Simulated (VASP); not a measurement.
## From an Ansatz input to VASP: CdSe (distorted zincblende)

Ansatz input

```yaml
crystal:
  lattice:
    - [-0.0214, 3.0336, 3.0179]
    - [3.0272, -0.0083, 3.0048]
    - [3.0416, 3.0349, -0.0227]
  atoms:
    - { symbol: Cd, position: [0.0133, 0.9966, 0.9982] }
    - { symbol: Se, position: [0.3004, 0.1961, 0.2229] }
kpoints:
  mp_grid: { grid: [6, 6, 6] }
hamiltonian:
  xc: pbesol
scf:
  occupations: { method: fermi_dirac, width: 0.02 }
  n_extra_bands: 4
output:
  forces: true
  stress: true
  eigenvalues: true
```

Write VASP inputs for this cell and level of theory.



INCAR

```
LCHARG = .TRUE.
GGA = PS
NBANDS = 16
ENCUT = 520
LELF = .TRUE.
LWAVE = .FALSE.
SIGMA = 0.02
NSW = 0
LASPH = .TRUE.
EDIFF = 1E-7
IBRION = -1
NELM = 120
LREAL = .FALSE.
ISMEAR = -1
PREC = Accurate
ISIF = 2
```

KPOINTS

```
KPOINTS created by Atomic Simulation Environment
0
Gamma
6 6 6
0 0 0
```

POSCAR

```
Cd Se
 1.0000000000000000
    -0.0214000000000000    3.0335999999999999    3.0179000000000000
     3.0272000000000001   -0.0083000000000000    3.0047999999999999
     3.0415999999999999    3.0348999999999999   -0.0227000000000000
 Cd  Se
   1   1
Cartesian
  6.0527480200000001  3.0615122799999996  3.0120626100000001
  1.2651779999999999  1.5861450200000000  1.4907586099999999
```

VASP ran with the recommended PBE PAW datasets (18 valence electrons in the cell). Other inputs would serve too.

|  | Ansatz | VASP |
| --- | --- | --- |
| gap between bands v and c on the k mesh | 0.51 eV | 0.51 eV |
| least direct gap on the k mesh | 0.51 eV | 0.51 eV |
| pressure | 1.5 GPa | 1.8 GPa |
| largest force | 1.11 eV/Å | 1.15 eV/Å |

The two codes use different PAW datasets and cutoffs. VASP's cell holds 18 valence electrons and Ansatz's 36. Ansatz's stress includes a Pulay correction; VASP's doesn't.
